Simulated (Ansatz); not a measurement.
Crystal: SiO2.

```
CELL_PARAMETERS angstrom
0.00000 4.71626 7.36278
2.35958 0.00000 7.36278
2.35958 4.71626 0.00000
ATOMIC_POSITIONS crystal
Si 0.93677 0.93677 0.56323
Si 0.68677 0.68677 0.31323
Si 0.31323 0.31323 0.68677
Si 0.56323 0.56323 0.93677
O 0.06344 0.43656 0.06344
O 0.43656 0.06344 0.43656
O 0.81344 0.18656 0.81344
O 0.18656 0.81344 0.18656
O 0.12500 0.62500 0.62500
O 0.62500 0.62500 0.62500
O 0.62500 0.62500 0.12500
O 0.62500 0.12500 0.62500
```

The cell comes from a database or a generator and needn't be the stable form of this composition.

| Property | Result |
| --- | --- |
| Program | Ansatz 0.2.0 |
| Task | relaxation of cell and atoms |
| Functional | BLYP |
| Dispersion | D3(BJ) |
| Potentials or basis | Ansatz PAW |
| Cutoff | 420 eV (not typed: the program's choice for these potentials) |
| k mesh | 7 × 7 × 7 |
| Occupations | fermi-dirac, width 0.05 eV |
| Spin | no spin polarisation |

At the start: volume 13.66 Å³/atom.

Task: How do energy, volume and symmetry change on relaxing?

Result: It ends after 9 steps and the volume is 13.77 Å³/atom (+0.9 %); space group Fddd (No. 70, to 0.05 Å).

The path:
```tsv
step	energy change (eV)	largest force (eV/Å)	volume (Å³)
1	0.0000	0.3724	163.87
2	-0.0133	0.2523	164.76
3	-0.0192	0.0706	165.71
4	-0.0222	0.0208	165.38
5	-0.0231	0.0210	165.21
6	-0.0232	0.0043	165.20
7	-0.0289	0.0043	165.20
8	-0.0286	0.0003	165.28
9	-0.0290	0.0004	165.28
```

Final structure:
```
Si O
1.0
     0.00000    4.72038    7.40379
     2.36457    0.00000    7.40379
     2.36457    4.72038    0.00000
Si O
4 8
Direct
  0.93706 0.93706 0.56294
  0.68706 0.68706 0.31294
  0.31294 0.31294 0.68706
  0.56294 0.56294 0.93706
  0.06588 0.43412 0.06588
  0.43412 0.06588 0.43412
  0.81588 0.18412 0.81588
  0.18412 0.81588 0.18412
  0.12500 0.62500 0.62500
  0.62500 0.62500 0.62500
  0.62500 0.62500 0.12500
  0.62500 0.12500 0.62500
```

Caveat: the plane-wave basis is chosen anew once the cell has moved, so the energies of steps on either side of that aren't comparable; the pressure holds a Pulay correction of +0.7 GPa for the finite cutoff; the PAW data sets come from PBE, with cores solved anew for the run's functional, which leaves a small shift of forces and pressure.
